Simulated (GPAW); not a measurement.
Write an ASE script for GPAW 26.7.0 that does the following.

```yaml
Task: band structure
Functional: SCAN
Potentials_or_basis: GPAW PAW data sets (gpaw-data 1.2.1)
Cutoff: 800 eV
Basis: pw
k_mesh: 10 × 10 × 10
Occupations: fermi-dirac, width 0.05 eV
Spin: no spin polarisation
Maxiter: 150
Band_path: GXWKGLUWLK,UX
Band_points: 80
```

The structure of AlN lies in AlN.cif:

```cif
data_AlN
_cell_length_a 4.36798712
_cell_length_b 4.36798712
_cell_length_c 4.36798712
_cell_angle_alpha 90.00000000
_cell_angle_beta 90.00000000
_cell_angle_gamma 90.00000000
_space_group_name_H-M_alt 'F-43m'
_space_group_name_Hall 'F -4 2 3'
_space_group_IT_number 216
loop_
_space_group_symop_operation_xyz
'x,y,z'
'y,-x,-z'
'-x,-y,z'
'-y,x,-z'
'x,-y,-z'
'y,x,z'
'-x,y,-z'
'-y,-x,z'
'z,x,y'
'-z,y,-x'
'z,-x,-y'
'-z,-y,x'
'-z,x,-y'
'z,y,x'
'-z,-x,y'
'z,-y,-x'
'y,z,x'
'-x,-z,y'
'-y,z,-x'
'x,-z,-y'
'-y,-z,x'
'x,z,y'
'y,-z,-x'
'-x,z,-y'
'x,y+1/2,z+1/2'
'y,-x+1/2,-z+1/2'
'-x,-y+1/2,z+1/2'
'-y,x+1/2,-z+1/2'
'x,-y+1/2,-z+1/2'
'y,x+1/2,z+1/2'
'-x,y+1/2,-z+1/2'
'-y,-x+1/2,z+1/2'
'z,x+1/2,y+1/2'
'-z,y+1/2,-x+1/2'
'z,-x+1/2,-y+1/2'
'-z,-y+1/2,x+1/2'
'-z,x+1/2,-y+1/2'
'z,y+1/2,x+1/2'
'-z,-x+1/2,y+1/2'
'z,-y+1/2,-x+1/2'
'y,z+1/2,x+1/2'
'-x,-z+1/2,y+1/2'
'-y,z+1/2,-x+1/2'
'x,-z+1/2,-y+1/2'
'-y,-z+1/2,x+1/2'
'x,z+1/2,y+1/2'
'y,-z+1/2,-x+1/2'
'-x,z+1/2,-y+1/2'
'x+1/2,y,z+1/2'
'y+1/2,-x,-z+1/2'
'-x+1/2,-y,z+1/2'
'-y+1/2,x,-z+1/2'
'x+1/2,-y,-z+1/2'
'y+1/2,x,z+1/2'
'-x+1/2,y,-z+1/2'
'-y+1/2,-x,z+1/2'
'z+1/2,x,y+1/2'
'-z+1/2,y,-x+1/2'
'z+1/2,-x,-y+1/2'
'-z+1/2,-y,x+1/2'
'-z+1/2,x,-y+1/2'
'z+1/2,y,x+1/2'
'-z+1/2,-x,y+1/2'
'z+1/2,-y,-x+1/2'
'y+1/2,z,x+1/2'
'-x+1/2,-z,y+1/2'
'-y+1/2,z,-x+1/2'
'x+1/2,-z,-y+1/2'
'-y+1/2,-z,x+1/2'
'x+1/2,z,y+1/2'
'y+1/2,-z,-x+1/2'
'-x+1/2,z,-y+1/2'
'x+1/2,y+1/2,z'
'y+1/2,-x+1/2,-z'
'-x+1/2,-y+1/2,z'
'-y+1/2,x+1/2,-z'
'x+1/2,-y+1/2,-z'
'y+1/2,x+1/2,z'
'-x+1/2,y+1/2,-z'
'-y+1/2,-x+1/2,z'
'z+1/2,x+1/2,y'
'-z+1/2,y+1/2,-x'
'z+1/2,-x+1/2,-y'
'-z+1/2,-y+1/2,x'
'-z+1/2,x+1/2,-y'
'z+1/2,y+1/2,x'
'-z+1/2,-x+1/2,y'
'z+1/2,-y+1/2,-x'
'y+1/2,z+1/2,x'
'-x+1/2,-z+1/2,y'
'-y+1/2,z+1/2,-x'
'x+1/2,-z+1/2,-y'
'-y+1/2,-z+1/2,x'
'x+1/2,z+1/2,y'
'y+1/2,-z+1/2,-x'
'-x+1/2,z+1/2,-y'
loop_
_atom_site_label
_atom_site_type_symbol
_atom_site_symmetry_multiplicity
_atom_site_Wyckoff_symbol
_atom_site_fract_x
_atom_site_fract_y
_atom_site_fract_z
_atom_site_occupancy
Al1 Al 4 a 0.0000000000 0.0000000000 0.0000000000 1
N1 N 4 d 0.2500000000 0.2500000000 0.7500000000 1
```

Measurements of this composition are mostly on another form, of space group No. 186.

The input as run:

run.py

```python
import spglib
from ase import Atoms
from ase.dft.bandgap import bandgap
from ase.io import read, write
from ase.units import GPa
from gpaw import GPAW, PW

atoms = read('AlN.cif')
cell, positions, numbers = spglib.find_primitive(
    (atoms.cell[:], atoms.get_scaled_positions(), atoms.numbers), symprec=1e-4)
atoms = Atoms(numbers, cell=cell, scaled_positions=positions, pbc=True)

calc = GPAW(mode=PW(800),
            xc='MGGA_X_SCAN+MGGA_C_SCAN',
            kpts={'size': (10, 10, 10), 'gamma': True},
            occupations={'name': 'fermi-dirac', 'width': 0.05},
            nbands=11,
            convergence={'density': 1e-05, 'energy': 1e-05},
            maxiter=150,
            txt='gpaw.txt')
atoms.calc = calc
energy = atoms.get_potential_energy()
forces = atoms.get_forces()
stress = atoms.get_stress()
calc.write('gs.gpw')
write('result.traj', atoms)
print(f'Energy: {energy:.6f} eV')
print('Forces (eV/A):')
print(forces.round(4))
print('Stress (GPa):', (stress / GPa).round(3))
print('Fermi level:', round(calc.get_fermi_level(), 4), 'eV')
print(f'Gap: {bandgap(calc)[0]:.4f} eV, direct: {bandgap(calc, direct=True)[0]:.4f} eV')

path = atoms.cell.bandpath('GXWKGLUWLK,UX', npoints=80, eps=1e-4)
bs_calc = calc.fixed_density(kpts=path, symmetry='off', nbands=19,
                             convergence={'bands': 'CBM+6.0', 'eigenstates': 1e-6}, txt='bands.txt')
bs = bs_calc.band_structure()
bs.write('bs.json')
print(f'Gap on the path: {bandgap(bs_calc)[0]:.4f} eV')
```

Potentials or basis: GPAW PAW data sets (gpaw-data 1.2.1), pw.

The run is started by

```sh
$ OMP_NUM_THREADS=1 python run.py
```

It gave:

| Item | Value |
| --- | --- |
| Pressure | -0.2 GPa |
| Band gap on the k mesh | 3.94 eV, indirect (least direct gap 4.90 eV) |
| Band gap along the path | 3.94 eV, indirect (least direct gap 4.90 eV) |

Caveat: the PAW data sets were made with another functional, which shifts forces and pressure a little.

Wall time 61 s on 1 thread of Intel(R) Xeon(R) Platinum 8488C (Sapphire Rapids), with other jobs on the host, peak memory 0.25 GiB.
